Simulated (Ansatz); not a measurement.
SiGe under changes of volume

One of the cells (21.291 Å³/atom); the others are scaled copies at fixed shape and fractional positions:

```
Ge Si
1.0
     3.90445    0.00000    0.00000
    -1.95223    3.38135    0.00000
     0.00000    0.00000    6.45078
Ge Si
2 2
Direct
  0.33333 0.66667 0.00039
  0.66667 0.33333 0.50039
  0.33333 0.66667 0.37461
  0.66667 0.33333 0.87461
```

The cell comes from a database or a generator and needn't be the stable form of this composition.

| Item | Value |
| --- | --- |
| Program | Ansatz 0.2.0 |
| Functional | PBEsol |
| Potentials or basis | Ansatz PAW |
| Cutoff | 420 eV (not typed: the program's choice for these potentials) |
| k mesh | 8 × 8 × 4 |
| Occupations | fermi-dirac, width 0.05 eV |
| Spin | no spin polarisation |

```csv
volume (Å³/atom),energy over the lowest point (meV/atom),pressure (GPa),gap on the mesh (eV),largest force (eV/Å)
20.014,19.40,5.4,0.25,0.039
20.440,7.81,3.3,0.28,0.028
20.866,1.52,1.4,0.32,0.019
21.291,0.00,-0.3,0.35,0.011
21.717,?,?,?,?
22.143,9.29,-3.1,0.29,0.005
22.569,19.25,-4.3,0.24,0.011
```

**Question.** What does the run at 21.717 Å³/atom give?

**Answer.** Energy over the lowest point 2.74 meV/atom; pressure -1.8 GPa; gap on the mesh 0.34 eV; largest force 0.003 eV/Å.

Worked out: A Birch-Murnaghan fit of order 3 (a polynomial in V^(-2/3)) to the other rows has its minimum at 21.22 Å³/atom with B0 = V·E''(V) = 81 GPa and B' = 4.5 at fixed shape and positions, which overstates the stiffness. It gives 2.74 meV/atom at 21.717 Å³/atom, against the run's 2.74, and -dE/dV = -1.8 GPa, against -1.8. A parabola through the other rows of the gap, of slope -1.11 eV per unit of ln V there, gives 0.32 eV, against the run's 0.34.

Energies are extrapolated to zero smearing.

Caveats: the PAW data sets come from PBE, with cores solved anew for the run's functional, which leaves a small shift of forces and pressure.

A mesh can miss the band edges. Spin-orbit coupling on Ge is left out.
